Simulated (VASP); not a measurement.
# Na2S (Fm-3m) in VASP: further runs

Runs on Na2S. Level: PBE. Tasks: single point.

All numbers are computed with VASP 6.6.1; they aren't measurements. Logs are shortened: lines on timing, memory, paths and dates and some standing lists are left out, and cuts for length are marked.

### 1 The structure

Symmetry: Fm-3m, No. 225, cubic system. Conventional cell: a = 6.547 Å, b = 6.547 Å, c = 6.547 Å, α = 90.00°, β = 90.00°, γ = 90.00°. Na (site symmetry -43m) has 4 S at 2.83 Å as nearest neighbours. S (site symmetry m-3m) is surrounded by 8 Na at 2.83 Å.

### 2 Single point, PBE

File INCAR:

```
PREC = Accurate ; ENCUT = 520
EDIFF = 1E-6 ; ISMEAR = 0
SIGMA = 0.01 ; LREAL = F
LASPH = T ; NELM = 100
ALGO = Normal ; ISIF = 2
LWAVE = F ; LCHARG = T
GGA = PE ; LELF = T
LVHAR = T ; NBANDS = 17
```

File KPOINTS:

```
regular mesh
0
Gamma
  5 5 5
```

File POSCAR:

```
Na2S
1.0
    0.0000000000      3.2735000000      3.2735000000
    3.2735000000      0.0000000000      3.2735000000
    3.2735000000      3.2735000000      0.0000000000
Na S
2 1
Direct
    0.2500000000      0.2500000000      0.2500000000
    0.7500000000      0.7500000000      0.7500000000
    0.0000000000      0.0000000000      0.0000000000
```

Potentials or basis: VASP PAW PBE potentials, release 64 (Na_pv, S).

Run with:

```
> cat potpaw_PBE.64/Na_pv/POTCAR potpaw_PBE.64/S/POTCAR > POTCAR
> mpirun -np 1 vasp_std > vasp.out
```

OUTCAR:

```text
PREC = Accurate
   ENCUT = 520
   EDIFF = 1E-6
   ISMEAR = 0
   LREAL = F
   LASPH = T
   NELM = 100
   ISIF = 2
   GGA = PE

 ion  position               nearest neighbor table
   1  0.250  0.250  0.250-
   2  0.750  0.750  0.750-
   3  0.000  0.000  0.000-

  LATTYP: Found a face centered cubic cell.
 ALAT       =     6.5470000000

  Lattice vectors:

 A1 = (   0.0000000000,   3.2735000000,   3.2735000000)
 A2 = (   3.2735000000,   0.0000000000,   3.2735000000)
 A3 = (   3.2735000000,   3.2735000000,   0.0000000000)

Analysis of symmetry for initial positions (statically):
=====================================================================
 Subroutine PRICEL returns:
 Original cell was already a primitive cell.

 Routine SETGRP: Setting up the symmetry group for a
 face centered cubic supercell.

 Subroutine GETGRP returns: Found 48 space group operations
 (whereof 48 operations were pure point group operations)
 out of a pool of 48 trial point group operations.

The static configuration has the point symmetry O_h .

Analysis of symmetry for dynamics (positions and initial velocities):
=====================================================================
 Subroutine PRICEL returns:
 Original cell was already a primitive cell.

 Routine SETGRP: Setting up the symmetry group for a
 face centered cubic supercell.

 Subroutine GETGRP returns: Found 48 space group operations
 (whereof 48 operations were pure point group operations)
 out of a pool of 48 trial point group operations.

The dynamic configuration has the point symmetry O_h .

 Subroutine INISYM returns: Found 48 space group operations
 (whereof 48 operations are pure point group operations),
 and found     1 'primitive' translations

----------------------------------------------------------------------------------------

                                     Primitive cell

  volume of cell :      70.1564

  direct lattice vectors                    reciprocal lattice vectors
     0.000000000  3.273500000  3.273500000    -0.152741714  0.152741714  0.152741714
     3.273500000  0.000000000  3.273500000     0.152741714 -0.152741714  0.152741714
     3.273500000  3.273500000  0.000000000     0.152741714  0.152741714 -0.152741714

  length of vectors
     4.629428096  4.629428096  4.629428096     0.264556409  0.264556409  0.264556409

  position of ions in fractional coordinates (direct lattice)
     0.250000000  0.250000000  0.250000000
     0.750000000  0.750000000  0.750000000
     0.000000000  0.000000000  0.000000000

  ion indices of the primitive-cell ions
   primitive index   ion index
                 1           1
                 2           2
                 3           3

----------------------------------------------------------------------------------------

 KPOINTS: regular mesh

Automatic generation of k-mesh.
 Grid dimensions read from file:
 generate k-points for:    5    5    5

 Generating k-lattice:

  Cartesian coordinates                     Fractional coordinates (reciprocal lattice)
    -0.030548343  0.030548343  0.030548343     0.200000000  0.000000000  0.000000000
     0.030548343 -0.030548343  0.030548343     0.000000000  0.200000000  0.000000000
     0.030548343  0.030548343 -0.030548343     0.000000000  0.000000000  0.200000000

  Length of vectors
     0.052911282  0.052911282  0.052911282

  Shift w.r.t. Gamma in fractional coordinates (k-lattice)
     0.000000000  0.000000000  0.000000000

 Subroutine IBZKPT returns following result:
 ===========================================

 Found     10 irreducible k-points:

 Following reciprocal coordinates:
            Coordinates               Weight
  0.000000  0.000000  0.000000      1.000000
  0.200000  0.000000  0.000000      8.000000
  0.400000  0.000000  0.000000      8.000000
  0.200000  0.200000  0.000000      6.000000
  0.400000  0.200000  0.000000     24.000000
 -0.400000  0.200000  0.000000     24.000000
 -0.200000  0.200000  0.000000     12.000000
  0.400000  0.400000  0.000000      6.000000
 -0.400000  0.400000  0.000000     12.000000
 -0.400000  0.400000  0.200000     24.000000
   k-points           NKPTS =     10   k-points in BZ     NKDIM =     10   number of bands    NBANDS=     17
   number of dos      NEDOS =    301   number of ions     NIONS =      3
   total plane-waves  NPLWV =  46656
   dimension x,y,z NGX =    36 NGY =   36 NGZ =   36
   dimension x,y,z NGXF=    72 NGYF=   72 NGZF=   72
   ions per type =               2   1
   NGX,Y,Z   is equivalent  to a cutoff of  12.93, 12.93, 12.93 a.u.
   NGXF,Y,Z  is equivalent  to a cutoff of  25.86, 25.86, 25.86 a.u.
 SYSTEM =  unknown system
   PREC   = accura    normal or accurate (medium, high low for compatibility)
   ISTART =      0    job   : 0-new  1-cont  2-samecut
   ICHARG =      2    charge: 1-file 2-atom 10-const
   ISPIN  =      1    spin polarized calculation?
   LNONCOLLINEAR =      F non collinear calculations
   LSORBIT =      F    spin-orbit coupling
   LASPH  =      T    aspherical Exc in radial PAW
   ENCUT  =  520.0 eV  38.22 Ry    6.18 a.u.   8.61  8.61  8.61*2*pi/ulx,y,z
   NELM   =    100;   NELMIN=  2; NELMDL= -5     # of ELM steps
   EDIFF  = 0.1E-05   stopping-criterion for ELM
   LREAL  =      F    real-space projection
   EDIFFG = 0.1E-04   stopping-criterion for IOM
   NSW    =      0    number of steps for IOM
   IBRION =     -1    ionic relax: 0-MD 1-quasi-New 2-CG
   NFREE  =      0    steps in history (QN), initial steepest desc. (CG)
   ISIF   =      2    stress and relaxation
   ISYM   =      2    0-nonsym 1-usesym 2-fastsym
   POTIM  = 0.5000    time-step for ionic-motion
   TEBEG  =    0.0;   TEEND  =   0.0 temperature during run
   PSTRESS=    0.0 pullay stress
   NELECT =      20.0000    total number of electrons
   NUPDOWN=      -1.0000    fix difference up-down
   EMIN   =  10.00;   EMAX   =-10.00  energy-range for DOS
   EFERMI =   0.00;   METHOD = LEGACY
   ISMEAR =     0;   SIGMA  =   0.01  broadening in eV -4-tet -1-fermi 0-gaus
   EFERMI_NEDOS =   21; number of points for ismear=-14 and -15
   IALGO  =     38    algorithm
   IMIX   =      4    mixing-type and parameters
     AMIX     =   0.40;   BMIX     =  1.00
     AMIX_MAG =   1.60;   BMIX_MAG =  1.00
  volume/ion in A,a.u.               =      23.39       157.81
  Fermi-wavevector in a.u.,A,eV,Ry     =   1.077447  2.036079 15.794888  1.160892
  Thomas-Fermi vector in A             =   2.213359
   LORBIT       =      0    0 simple, 1 ext, 2 COOP (PROOUT), +10 PAW based schemes
   GGA     = PE    functional components
   LHFCALC =     F    Hartree Fock is set to
   AEXX    =    0.0000 exact exchange contribution
   IVDW    =     0    specifies the selected vdW correction
   LEPSILON=     F    determine dielectric tensor
   LRPA    =     F    only Hartree local field effects (RPA)
 non-spin polarized calculation
 Gauss-broadening in eV      SIGMA  =   0.01
  energy-cutoff  :      520.00
  volume of cell :       70.16
 maximum number of plane-waves:      1917
 NGX is ok and might be reduce to    36
   NGX = 17   NGY = 17   NGZ = 17

 number of electron      19.9999989 magnetization

 Free energy of the ion-electron system (eV)
  ---------------------------------------------------
  ext. energy  EPLUGINS =         0.00000000
  ---------------------------------------------------
  free energy    TOTEN  =        -9.97493699 eV

  energy without entropy =       -9.97493699  energy(sigma->0) =       -9.97493699

 E-fermi :   0.2922     XC(G=0):  -7.8115

 val. band max:        0.1773675580   @ k =   0.0000   0.0000   0.0000
 cond. band min:       2.6540387700   @ k =   0.0000   0.0000   0.0000
 fundamental gap:      2.4766712120
 Fermi energy:         0.2921601995

 k-point     1 :       0.0000    0.0000    0.0000
  band No.  band energies     occupation
      1     -22.0710      2.00000
      2     -22.0710      2.00000
      3     -22.0710      2.00000
      4     -22.0178      2.00000
      5     -22.0178      2.00000
      6     -22.0178      2.00000
[... 9 lines left out ...]
     16       9.5270      0.00000
     17      11.3822      0.00000

 k-point     2 :       0.2000    0.0000    0.0000
  band No.  band energies     occupation
      1     -22.0676      2.00000
      2     -22.0662      2.00000
      3     -22.0662      2.00000
      4     -22.0254      2.00000
      5     -22.0232      2.00000
      6     -22.0232      2.00000
[... 9 lines left out ...]
     16       9.1080      0.00000
     17      10.6065      0.00000

 k-point     3 :       0.4000    0.0000    0.0000
  band No.  band energies     occupation
      1     -22.0580      2.00000
      2     -22.0534      2.00000
      3     -22.0534      2.00000
      4     -22.0417      2.00000
      5     -22.0369      2.00000
      6     -22.0369      2.00000
[... 9 lines left out ...]
     16      10.5861      0.00000
     17      10.8347      0.00000

 k-point     4 :       0.2000    0.2000    0.0000
  band No.  band energies     occupation
      1     -22.0747      2.00000
      2     -22.0747      2.00000
      3     -22.0480      2.00000
      4     -22.0452      2.00000
      5     -22.0154      2.00000
      6     -22.0154      2.00000
[... 9 lines left out ...]
     16      10.0506      0.00000
     17      12.2403      0.00000

 k-point     5 :       0.4000    0.2000    0.0000
  band No.  band energies     occupation
      1     -22.0738      2.00000
      2     -22.0721      2.00000
      3     -22.0669      2.00000
      4     -22.0290      2.00000
      5     -22.0200      2.00000
      6     -22.0190      2.00000
[... 9 lines left out ...]
     16      11.2079      0.00000
     17      11.7608      0.00000

 k-point     6 :      -0.4000    0.2000    0.0000
  band No.  band energies     occupation
      1     -22.0803      2.00000
      2     -22.0622      2.00000
      3     -22.0588      2.00000
      4     -22.0347      2.00000
      5     -22.0323      2.00000
      6     -22.0155      2.00000
[... 9 lines left out ...]
     16      10.3937      0.00000
     17      12.0765      0.00000

 k-point     7 :      -0.2000    0.2000    0.0000
  band No.  band energies     occupation
      1     -22.0791      2.00000
      2     -22.0524      2.00000
      3     -22.0501      2.00000
      4     -22.0437      2.00000
      5     -22.0399      2.00000
      6     -22.0130      2.00000
[... 9 lines left out ...]
     16      10.8696      0.00000
     17      11.6698      0.00000

 k-point     8 :       0.4000    0.4000    0.0000
  band No.  band energies     occupation
      1     -22.0891      2.00000
      2     -22.0808      2.00000
      3     -22.0808      2.00000
      4     -22.0114      2.00000
      5     -22.0114      2.00000
      6     -22.0107      2.00000
[... 9 lines left out ...]
     16      11.5380      0.00000
     17      12.4421      0.00000

 k-point     9 :      -0.4000    0.4000    0.0000
  band No.  band energies     occupation
      1     -22.0940      2.00000
      2     -22.0770      2.00000
      3     -22.0757      2.00000
      4     -22.0174      2.00000
      5     -22.0164      2.00000
      6     -22.0055      2.00000
[... 9 lines left out ...]
     16      11.2159      0.00000
     17      12.8707      0.00000

 k-point    10 :      -0.4000    0.4000    0.2000
  band No.  band energies     occupation
      1     -22.0874      2.00000
      2     -22.0827      2.00000
      3     -22.0565      2.00000
      4     -22.0363      2.00000
      5     -22.0131      2.00000
      6     -22.0091      2.00000
[... 9 lines left out ...]
     16      10.6453      0.00000
     17      12.8272      0.00000

------------------------ aborting loop because EDIFF is reached ----------------------------------------

  FORCE on cell =-STRESS in cart. coord.  units (eV):
  Direction    XX          YY          ZZ          XY          YZ          ZX
  --------------------------------------------------------------------------------------
  -------------------------------------------------------------------------------------
  Total        0.1346366      0.1346366      0.1346366      0.0000000      0.0000000     -0.0000000
  in kB        3.0747272      3.0747272      3.0747272      0.0000000      0.0000000     -0.0000000
  external PRESSURE =       3.0747272 kB  Pullay stress =       0.0000000 kB

 VOLUME and BASIS-vectors are now :
 -----------------------------------------------------------------------------
  energy-cutoff  :      520.00
  volume of cell :       70.16
      direct lattice vectors                 reciprocal lattice vectors
     0.000000000  3.273500000  3.273500000    -0.152741714  0.152741714  0.152741714
     3.273500000  0.000000000  3.273500000     0.152741714 -0.152741714  0.152741714
     3.273500000  3.273500000  0.000000000     0.152741714  0.152741714 -0.152741714

 POSITION                                       TOTAL-FORCE (eV/Angst)
 -----------------------------------------------------------------------------------
      1.63675      1.63675      1.63675         0.000000      0.000000      0.000000
      4.91025      4.91025      4.91025        -0.000000     -0.000000     -0.000000
      0.00000      0.00000      0.00000        -0.000000      0.000000     -0.000000
 -----------------------------------------------------------------------------------
    total drift:                                0.000000      0.000000      0.000000

  FREE ENERGIE OF THE ION-ELECTRON SYSTEM (eV)
  ---------------------------------------------------
  free  energy   TOTEN  =        -9.9749369940 eV

  energy  without entropy=       -9.9749369940  energy(sigma->0) =       -9.97493699
```

Wall time 6.9 s (1 thread of Intel Xeon 6975P-C (Granite Rapids), shared host); peak memory 0.19 GiB.

Results:

* Free energy: -9.9749 eV
* Pressure: 0.3 GPa
* Band gap on the k mesh: 2.48 eV, direct

Levels at points of the mesh, in eV from the valence-band top:
```
           k point  band 8  band 9  band 10  band 11  band 12  band 13
(0.00, 0.00, 0.00)    0.00    0.00     0.00     2.48     7.73     7.73
```

### 3 Single point, PBE

File INCAR:

```
ALGO = Fast ; EDIFF = 1E-7
ENCUT = 520 ; GGA = PE
ISIF = 2 ; ISMEAR = 0
LASPH = True ; LCHARG = False
LREAL = False ; LWAVE = False
NBANDS = 17 ; NELM = 100
PREC = Accurate ; SIGMA = 0.01
```

File KPOINTS:

```
k-points
0
Gamma
  5 5 5
```

POSCAR is that of step 2.

Potentials or basis: VASP PAW PBE potentials, release 64 (Na_pv, S).

Run with:

```
> cat potpaw_PBE.64/Na_pv/POTCAR potpaw_PBE.64/S/POTCAR > POTCAR
> mpirun -np 1 vasp_std > vasp.out
```

Run time: 9 s. Hardware: 1 thread of Intel Xeon 6975P-C (Granite Rapids), shared host; peak memory 0.18 GiB.

Results (log left out):

* Free energy: -9.9749 eV
* Pressure: 0.3 GPa
* Band gap on the k mesh: 2.48 eV, direct

Levels at points of the mesh, in eV from the valence-band top:
```csv
k point,band 7,band 8,band 9,band 10,band 11,band 12,band 13,band 14
"(0.00, 0.00, 0.00)",-10.14,0.00,0.00,0.00,2.48,7.73,7.73,7.73
```
